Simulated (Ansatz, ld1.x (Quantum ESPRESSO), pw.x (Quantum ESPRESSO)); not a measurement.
Equation-of-state test of one TM potential (titanium)

| Item | Value |
| --- | --- |
| Element | titanium |
| Generator | ld1.x (Quantum ESPRESSO) 7.5 |
| Type | norm-conserving Troullier–Martins (Kleinman–Bylander form) |
| Functional | PBE |
| Relativity | scalar-relativistic |
| Frozen core | [Ar] |
| Valence charge | 4 |
| Reference configuration | 3d2 4s2 4p0 |
| Partial waves | 4s (bound): rc 2.88 bohr; 4p (bound, empty): rc 4.28 bohr; 3d (bound): rc 2.40 bohr |
| Local potential | all-electron potential smoothed inside 2.88 bohr (lloc = -1) |
| Core correction | a·sin(br)/r model core inside 1.00 bohr |

Atomic tests: cutoffs needed: 40 Ry and 45 Ry (the cutoffs (Ry, on a coarse ladder) from which the occupation-weighted sum of valence levels, in a spherical-Bessel basis at the reference potential, stays within 10 and 1 mRy of its value at 400 Ry); ghost test: no extra level below or beside the all-electron valence levels (s, p, d, f tested) (spherical-Bessel basis up to 400 Ry, 20 bohr box); largest excitation error: -296 meV (all-electron minus pseudo) for 3d1 4s0 4p0, out of 7 test configurations.

Crystal test: bcc Ti in pw.x 7.5, no spin, 14³ k-points, Fermi–Dirac smearing 0.01 Ry, cutoffs 55/220 Ry. The lattice is a test structure that the element need not adopt, and mesh and smearing are coarse.

pw.x input:

```
&control
  calculation='scf', prefix='x', pseudo_dir='./', outdir='./tmp', tstress=.true., disk_io='none'
/
&system
  ibrav=0, nat=1, ntyp=1, ecutwfc=55, ecutrho=220, nbnd=9,
  occupations='smearing', smearing='fd', degauss=0.01
/
&electrons
  conv_thr=1e-09, mixing_beta=0.4, electron_maxstep=70
/
ATOMIC_SPECIES
Ti 1.0 Ti.UPF
CELL_PARAMETERS angstrom
  -1.63062743 1.63062743 1.63062743
  1.63062743 -1.63062743 1.63062743
  1.63062743 1.63062743 -1.63062743
ATOMIC_POSITIONS crystal
Ti 0.0000 0.0000 0.0000
K_POINTS automatic
14 14 14 0 0 0
```

```bash
pw.x < Ti.scf.in > Ti.scf.out
```

How does the run end?

It converges; the pressure is 4.26 GPa against 0.23 GPa from all-electron LAPW. The largest radius (4.28 bohr) exceeds half the bond length (2.67 bohr), so the spheres overlap, which is one possible source of error among others. This is a poor potential for the solid. The log shows:

```
     using ibrav=0 with symmetry is DISCOURAGED, use correct ibrav instead
     lattice parameter (alat)  =       5.3372  a.u.
     unit-cell volume          =     117.0364 (a.u.)^3
     number of electrons       =         4.00
     number of Kohn-Sham states=            9
     kinetic-energy cutoff     =      55.0000  Ry
     charge density cutoff     =     220.0000  Ry
     scf convergence threshold =      1.0E-09
     Exchange-correlation= PBE
     number of k points=   104  Fermi-Dirac smearing, width (Ry)=  0.0100
     iteration #  1     ecut=    55.00 Ry     beta= 0.40
     total energy              =     -19.80331133 Ry
     estimated scf accuracy    <       0.02440579 Ry
     iteration #  2     ecut=    55.00 Ry     beta= 0.40
     total energy              =     -19.80591747 Ry
     estimated scf accuracy    <       0.00091059 Ry
     iteration #  3     ecut=    55.00 Ry     beta= 0.40
     total energy              =     -19.80609750 Ry
     estimated scf accuracy    <       0.00003392 Ry
     iteration #  4     ecut=    55.00 Ry     beta= 0.40
     total energy              =     -19.80609890 Ry
     estimated scf accuracy    <       0.00000089 Ry
     iteration #  5     ecut=    55.00 Ry     beta= 0.40
     total energy              =     -19.80609910 Ry
     estimated scf accuracy    <          2.0E-09 Ry
     iteration #  6     ecut=    55.00 Ry     beta= 0.40
     the Fermi energy is     8.2023 ev
!    total energy              =     -19.80609910 Ry
     estimated scf accuracy    <          7.5E-11 Ry
     smearing contrib. (-TS)   =      -0.01034289 Ry
     The total energy is F=E-TS. E is the sum of the following terms:
     one-electron contribution =       5.79609040 Ry
     hartree contribution      =       0.19696359 Ry
     xc contribution           =     -16.34067080 Ry
     ewald contribution        =      -9.44813940 Ry
     convergence has been achieved in   6 iterations
          total   stress  (Ry/bohr**3)                   (kbar)     P=       42.64
     Message from routine punch:
     Nothing written, as per user request (disk_io='none')
```
